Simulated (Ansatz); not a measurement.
Starting cell, BeO (wurtzite):

```xyz
4
Lattice="2.6905 0.0000 0.0000 -1.3452 2.3300 0.0000 0.0000 0.0000 4.3699" Properties=species:S:1:pos:R:3 pbc="T T T"
Be     1.3452     0.7767     0.0063
Be     0.0000     1.5534     2.1913
O      1.3452     0.7767     2.7257
O      0.0000     1.5534     0.5408
```

In this cell atom 3 (O, nearest neighbour Be at 1.643 Å; its periodic images, 2.7 Å or more away, move with it) is moved by u·(1.000, 0.000, 0.000) + v·(0.000, 1.000, 0.000); the rest is frozen.

All values below come from r2SCAN (plane waves to 500 eV, PAW, scalar-relativistic; Ansatz, an electronic-structure program). k mesh 11×11×6 (Γ-centred), Fermi-Dirac smearing 0.05 eV. Energies are smeared free energies. Points where atoms come too close for the PAW data are left out (x in tables, blank in figures). BeO was relaxed with its symmetry unable to fall.

Changes of ΔE (meV/cell) from the point u = 0.000 Å, v = 0.000 Å when one coordinate moves alone (two changes are said to add if the coupling is within 5 % of the smaller one, nearly so within 20 %):

```json
[
 {"point": "u = 0.000 Å, v = -0.410 Å", "change": "1855.4"},
 {"point": "u = 0.000 Å, v = -0.205 Å", "change": "344.3"},
 {"point": "u = -0.410 Å, v = 0.000 Å", "change": "1219.5"},
 {"point": "u = -0.205 Å, v = 0.000 Å", "change": "276.4"},
 {"point": "u = 0.205 Å, v = 0.000 Å", "change": "276.4"},
 {"point": "u = 0.410 Å, v = 0.000 Å", "change": "1219.5"},
 {"point": "u = 0.000 Å, v = 0.205 Å", "change": "209.6"},
 {"point": "u = 0.000 Å, v = 0.410 Å", "change": "652.1"}
]
```

**Question.** What is the change at u = 0.205 Å, v = 0.205 Å, where both move, and how far is it from the sum?

**Answer.** The sum of the single changes is 276.4 + (209.6) = 486.0; the calculation gives 714.2, so the coupling contributes 228.2 (over 20 % of the smaller single change, not additive).

**Question.** What is the change at u = 0.205 Å, v = 0.410 Å, where both move, and how far is it from the sum?

**Answer.** The sum of the single changes is 276.4 + (652.1) = 928.5; the calculation gives 1415.9, so the coupling contributes 487.4 (over 20 % of the smaller single change, not additive).

**Question.** Do the two effects add at u = -0.410 Å, v = 0.205 Å? Give the computed change.

**Answer.** The sum of the single changes is 1219.5 + (209.6) = 1429.1; the calculation gives 2491.7, so the coupling contributes 1062.6 (over 20 % of the smaller single change, not additive).

(For displaced atoms, the force is minus the slope of the energy, and its curvature is a force constant, which sets phonon frequencies.)
